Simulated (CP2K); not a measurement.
Cu, 1 atom in the cell. The typed cell holds 1 atom: a = 2.437 Å, b = 2.430 Å, c = 2.511 Å, α = 109.47°, β = 106.90°, γ = 111.83°. This isn't the form of Cu at room conditions, which is fcc. The cell isn't the ideal one: cell strained at random at fixed volume.

| Property | Result |
| --- | --- |
| Program | CP2K 2026.2 |
| Task | single point |
| Functional | PBEsol |
| Potentials or basis | POTENTIAL_UZH Cu GTH-PBE-q11; TZVP-MOLOPT-PBE-GTH basis |
| Density cutoff | 6123 eV |
| k mesh | 13 × 13 × 13 |
| Occupations | fermi-dirac, width 0.05 eV |
| Spin | no spin polarisation |
| SCF solver | diagonalisation with k points |
| Quickstep method | GPW |
| EPS_DEFAULT | 1.0E-10 |
| EPS_SCF | 1.0E-6 |
| MAX_SCF | 100 |
| SCF_GUESS | ATOMIC |
| k points reduced by the point group | yes |
| Mesh centred on Gamma | yes |
| CHOLESKY | OFF |
| EPS_EIGVAL | 1.0E-7 |
| MIXING METHOD | BROYDEN_MIXING |
| MIXING ALPHA | 0.4 |
| NBUFFER | 8 |
| NGRIDS | 5 |
| Basis sets | Cu TZVP-MOLOPT-PBE-GTH-q11 |
| Potentials | Cu GTH-PBE-q11 of POTENTIAL_UZH |
| ADDED_MOS | [11] |
| REL_CUTOFF (Ry) | 60 Ry |
| MIXING BETA (1/bohr) | 1.5 1/bohr |
| CUTOFF of the grids | 450 Ry |

Potentials or basis: POTENTIAL_UZH Cu GTH-PBE-q11; TZVP-MOLOPT-PBE-GTH basis.

Launch:

```sh
$ OMP_NUM_THREADS=1 cp2k.psmp -i cu_scf.inp -o cu_scf.out
```

Hardware: 1 thread of Arm Neoverse V1 (shared host).

Question: Estimate the wall time of this run.

Answer: Run time: 8.3 min on 1 thread of Arm Neoverse V1 (shared host), peak memory 0.47 GiB. Counts: scf iterations 11, k points 1099, basis 34, bands 17, force evaluations 1.
